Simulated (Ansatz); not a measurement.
Runs of Ansatz 0.2.0 on BAs. The structure is cubic, space group Pm-3m (No. 221). Conventional cell: a = 2.957 Å, b = 2.957 Å, c = 2.957 Å, α = 90.00°, β = 90.00°, γ = 90.00°. Around B (site symmetry m-3m) lie 8 As at 2.56 Å. As (site symmetry m-3m) is surrounded by 8 B at 2.56 Å. The cell was built by a generator and needn't be a form met in nature.

| task | level | cutoff (eV) | screening (1/Å) | share of exact exchange | points for each segment of the path | gap on the mesh (eV) | pressure (GPa) |
| --- | --- | --- | --- | --- | --- | --- | --- |
| single point | r2SCANh | 500 | - | - | - | none | -7.4 |
| single point | HSE06 form with a typed share of exact exchange | 420 | 0.2 | 0.05 | - | none | -6.2 |
| band structure | HSE06 | 420 | - | - | 4 | none | -8.7 |
| single point | HSE06 form with a typed share of exact exchange | 420 | 0.1 | 0.25 | - | none | -9.1 |
| single point | B3LYP | 420 | - | - | - | none | -0.4 |
| single point | HF | 420 | - | - | - | none | (a) |
| single point | HSE06 form with a typed share of exact exchange | 420 | 0.2 | 0.25 | - | none | -8.7 |
| single point | PBEsol0 | 420 | - | - | - | none | -11.3 |
| single point | HSE06 form with a typed share of exact exchange | 420 | 0.3 | 0.25 | - | none | -8.3 |
| band structure | HSEsol | 420 | - | - | 4 | none | -10.9 |
| single point | HSE06 form with a typed share of exact exchange | 420 | 0.2 | 0.4 | - | none | -10.5 |
| single point | HSE06 form with a typed share of exact exchange | 420 | 0.4 | 0.25 | - | none | (b) |

Alike in all rows: potentials or basis Ansatz PAW; no spin polarisation; cell as given; k mesh 5 × 5 × 5; smearing fermi-dirac 0.05 eV; the mesh is coarse, so values aren't converged.

Question: Fill in the values left out.

Answer: (a) 0.0; (b) -7.8.

Caveats: all runs use coarse meshes; the PAW data sets come from PBE, with cores solved anew for the run's functional, which leaves a small shift of forces and pressure; the thresholds are loose for stress.

A k mesh can miss the band edges, and the runs leave out spin-orbit coupling on As.

A gap of «none» marks a metal or a gap under the smearing width.
